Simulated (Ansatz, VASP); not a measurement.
# Li16HF15 (U centre (hydride ion on a halide site) in LiF): VASP beside Ansatz, part 2 of 2

Wanted: the spread between two codes on one cell, functional and k mesh. The cell is taken from a series of runs on this material, whose earlier steps may have relaxed, scaled, displaced or heated it; both programs get it as it stands.

VASP 6.6.1 and Ansatz 0.2.0.

So far: The starting structure; Ansatz: single point, HSE06.

## Step 3: VASP: single point, HSE06

Level of this step: HSE06; plane waves and PAW (Li_sv, F, H) (VASP).

The same cell, functional, mesh and smearing now go to VASP, with its own data sets.

Lines of VASP's logs that name or quote its potential files are left out, and so is its time.

The run reads the wave functions of an earlier VASP run, which isn't shown here.

The input, INCAR:

```
SYSTEM = Li16HF15
PREC = Accurate
ENCUT = 650
EDIFF = 1E-06
NELM = 100
ISMEAR = -1
SIGMA = 0.01
LREAL = Auto
ALGO = Normal
LHFCALC = .TRUE.
AEXX = 0.25
GGA = PE
HFSCREEN = 0.208
LASPH = .TRUE.
NBANDS = 99
PRECFOCK = Fast
LORBIT = 11
LWAVE = .FALSE.
LCHARG = .FALSE.
ISIF = 2
```

The input, POSCAR:

```
Li16HF15
1.0
   -4.0671287531      4.0671287531      4.0671287531
    4.0671287531     -4.0671287531      4.0671287531
    4.0671287531      4.0671287531     -4.0671287531
Li F H
16 15 1
Direct
    0.0000000000      0.0000000000      0.0000000000
    0.0000000000      0.2500000000      0.7500000000
    0.0000000000      0.5000000000      0.5000000000
    0.0000000000      0.7500000000      0.2500000000
    0.2500000000      0.0000000000      0.7500000000
    0.2476680183      0.2476680183      0.5000000000
    0.2469121762      0.4991780433      0.2476019037
    0.2500000000      0.7500000000      0.0000000000
    0.5000000000      0.0000000000      0.5000000000
    0.5000000000      0.2476680183      0.2476680183
    0.5000000000      0.5000000000      0.0000000000
    0.5000000000      0.7523319817      0.7523319817
    0.7500000000      0.0000000000      0.2500000000
    0.7500000000      0.2500000000      0.0000000000
    0.7523319817      0.5000000000      0.7523319817
    0.7523319817      0.7523319817      0.5000000000
    0.0000000000      0.0000000000      0.5000000000
    0.9996207982      0.2498103991      0.2498103991
    0.0000000000      0.5000000000      0.0000000000
    0.0003792018      0.7501896009      0.7501896009
    0.2498103991      0.9996207982      0.2498103991
    0.2498103991      0.2498103991      0.9996207982
    0.2498103991      0.5000000000      0.7501896009
    0.2498103991      0.7501896009      0.5000000000
    0.5000000000      0.0000000000      0.0000000000
    0.5000000000      0.2498103991      0.7501896009
    0.5000000000      0.7501896009      0.2498103991
    0.7501896009      0.0003792018      0.7501896009
    0.7501896009      0.2498103991      0.5000000000
    0.7501896009      0.5000000000      0.2498103991
    0.7501896009      0.7501896009      0.0003792018
    0.5348118116      0.5378568509      0.5030450393
```

The input, KPOINTS:

```
Automatic mesh
0
Gamma
1 1 1
0 0 0
```

The projector-augmented-wave data sets are Li_sv, F and H (PBE family, release 64).

On the command line:

```sh
> export OMP_NUM_THREADS=3
> mpirun -np 1 vasp_gam
```

Numbers of over 12 decimals in the logs are rounded to 6 here.

Log:

```text
[banner, memory and clock lines left out]
running    1 mpi-ranks, on    1 nodes
[...]
Offloading initialized ...    1 GPUs detected
[...]
LDA part: xc-table for (Slater+PW92), standard interpolation
 found WAVECAR, reading the header
 POSCAR, INCAR and KPOINTS ok, starting setup
[...]
reading WAVECAR
 the WAVECAR file was read successfully
 initial charge from wavefunction
 entering main loop
       N       E                     dE             d eps       ncg     rms          rms(c)
DAV:   1    -0.178029588098E+03   -0.17803E+03   -0.25977E+00   198   0.819E+00    0.118E+00
DAV:   2    -0.178048467592E+03   -0.18879E-01   -0.28128E-01   260   0.185E+00    0.734E-01
DAV:   3    -0.178039459543E+03    0.90080E-02   -0.25067E-02   252   0.620E-01    0.472E-01
DAV:   4    -0.178037971950E+03    0.14876E-02   -0.27193E-03   268   0.155E-01    0.312E-01
[...]
DAV:   8    -0.178036819028E+03    0.20360E-04   -0.13762E-05   252   0.169E-02    0.336E-02
DAV:   9    -0.178036814730E+03    0.42977E-05   -0.50086E-06   220   0.108E-02    0.202E-02
DAV:  10    -0.178036814510E+03    0.22009E-06   -0.16352E-06   156   0.654E-03
   1 F= -.17803681E+03 E0= -.17803681E+03  d E =-.478884E-15
```

From OUTCAR (step 3):

```text
  Total       -6.5179769     -6.5153604     -6.0943370     -0.0327299     -0.0476228     -0.0411719
  in kB      -38.8060682    -38.7904906    -36.2838439     -0.1948639     -0.2835320     -0.2451253
  external PRESSURE =     -37.9601342 kB  Pullay stress =       0.0000000 kB

 POSITION                                       TOTAL-FORCE (eV/Angst)
 -----------------------------------------------------------------------------------
      0.00000      0.00000      0.00000        -0.060632     -0.060273     -0.021027
      4.06713      2.03356     -2.03356        -0.001599     -0.000346     -0.037575
      4.06713      0.00000      0.00000         0.057831     -0.050555     -0.010640
      4.06713     -2.03356      2.03356         0.001495      0.000326     -0.036475
      2.03356      4.06713     -2.03356        -0.003632     -0.001512     -0.037651
      2.03356      2.03356     -0.01897         0.008878      0.003692     -0.103253
      2.03303     -0.01897      2.02742         0.011701      0.003262      0.134241
      2.03356     -2.03356      4.06713        -0.002681      0.003708     -0.000655
      0.00000      4.06713      0.00000        -0.060489      0.060306     -0.020889
     -0.01897      2.03356      2.03356         0.000716      0.000397      0.115064
      0.00000      0.00000      4.06713         0.057703      0.050496     -0.010616
      4.08610      2.03356      2.03356        -0.006162     -0.000198      0.115801
     -2.03356      4.06713      2.03356        -0.003259      0.001543     -0.041845
     -2.03356      2.03356      4.06713        -0.003796     -0.003780     -0.000704
[...]
-----------------------------------------------------------------------------------
    total drift:                               -0.000187     -0.000392     -0.001787

  FREE ENERGIE OF THE ION-ELECTRON SYSTEM (eV)
  ---------------------------------------------------
  free  energy   TOTEN  =      -178.0368145098 eV

  energy  without entropy=     -178.0368145098  energy(sigma->0) =     -178.03681451

[... 3 further parts left out ...]
[key lines of the parts left out:]
E-fermi :   0.1200
```

The run ends at a pressure of -3.80 GPa, with forces up to 1.0 eV/Å.

## Step 4: Differences

Known differences besides the potentials themselves: exact exchange at q = 0 is treated differently, which shows on coarse meshes; VASP keeps PBE cores, Ansatz makes them for the functional; the cutoff is 420 eV in Ansatz and 650 eV in VASP (PREC = Accurate, projectors in real space); VASP takes a coarser grid for exact exchange (PRECFOCK = Fast). Total energies have different zeros and are not compared.

The two programs side by side:

| quantity | Ansatz | VASP | difference |
| --- | --- | --- | --- |
| gap on the k mesh (eV) | 8.585 | 8.639 | -0.054 |

Forces on 9 of the 32 atoms, those with the largest forces and the largest differences (eV/Å; atoms numbered as in POSCAR):

| atom | Ansatz x, y, z | VASP x, y, z |
| --- | --- | --- |
| Li6 | 0.009, 0.004, -0.110 | 0.009, 0.004, -0.103 |
| Li10 | -0.003, 0.000, 0.116 | 0.001, 0.000, 0.115 |
| Li16 | 0.007, -0.003, 0.188 | 0.007, -0.003, 0.190 |
| F20 | -0.003, 0.142, 0.097 | -0.003, 0.139, 0.094 |
| F21 | 0.119, -0.002, 0.086 | 0.120, -0.002, 0.087 |
| F27 | -0.004, -0.142, 0.097 | -0.004, -0.139, 0.095 |
| F28 | 0.156, 0.002, 0.112 | 0.153, 0.002, 0.110 |
| F30 | -0.133, 0.002, 0.082 | -0.130, 0.002, 0.080 |
| H32 | -0.073, 0.000, -1.019 | -0.074, 0.000, -1.023 |

The forces differ by 1.5 meV/Å r.m.s., which is 1.2 % of the r.m.s. force of 0.120 eV/Å (both taken over all components). A gap on the mesh is an upper bound, since the band edges may lie between its points.

## Step 5: Outcome

```json
{"r.m.s. force difference (single point, HSE06)": "1.5 meV/Å", "difference in gap on the k mesh (single point, HSE06)": "-0.054 eV"}
```

In words: The difference in gap on the k mesh is -0.054 eV (single point, HSE06), within the 0.08 eV picked in this series as the mark of a large difference. Such differences can come from data sets, numerical settings and the points named under the comparisons, not from the functional's error against experiment.

[Lines on the potential files, build, host, timing and source positions are cut from VASP's logs without a mark.]

[Logs are printed without paths, hosts, clocks, repeated set-up lines and the standing remarks that a program may print on its own settings, such as how far it seeks lower states.]

[Hosts, paths, dates, database ids (printed as entryN), source tags and the programs' standing remarks are cut or masked in the printed files.]
